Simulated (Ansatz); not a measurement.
**PbO2: enthalpy against pressure**

PbO2, P4_2/mnm, a = 4.997 Å, c = 3.412 Å. The structure is a COD entry; whether it is the stable form wasn't checked. Ansatz: PBEsol, PAW, 420 eV, Γ-centred 8×8×10 mesh on 6 atoms, Gaussian smearing 0.10 eV; no spin polarisation. Cell and atoms are relaxed at each pressure, and no other structure is tried, so the rows at high pressure may lie past a change of phase. y is the enthalpy over the state at zero pressure; there V0 = 14.199 Å³/atom. The pressures are the targets, met within 0.05 GPa.

```
P (GPa) y (eV/atom)
   -3.0      -0.2693
    0.0       0.0000
    3.0       0.2629
    8.0            ?
   15.0       1.2651
   30.0       2.4367
   60.0       4.5994
```

Question: Fit y = c1 P + c2 P² + c3 P³ to the other rows, say what c1 and c2 mean, and predict the missing value.

Answer: Least squares on the rows shown. y = 0.088294 P − 0.00027863 P² + 1.4116×10⁻⁶ P³. Since dH/dP = V, c1 is V0: 0.088294 eV/GPa × 160.2 = 14.145 Å³ against 14.199; c2 = −V0/(2B0) gives B0 = 158 GPa, where a Birch–Murnaghan fit to the volumes of the same runs (not shown) gives 126 GPa: a cubic over this range folds the higher terms into c2. At P = 8.0 the fit asked for gives 0.6892 eV/atom. The run gave 0.6891 eV/atom, so the fit is 0.0001 eV/atom too high, within the rms miss on the fitted rows (0.0011 eV/atom).

The mesh isn't the same in all rows (8×8×10, 8×8×12). Spin–orbit coupling is left out, which can shift energies with elements as heavy as these.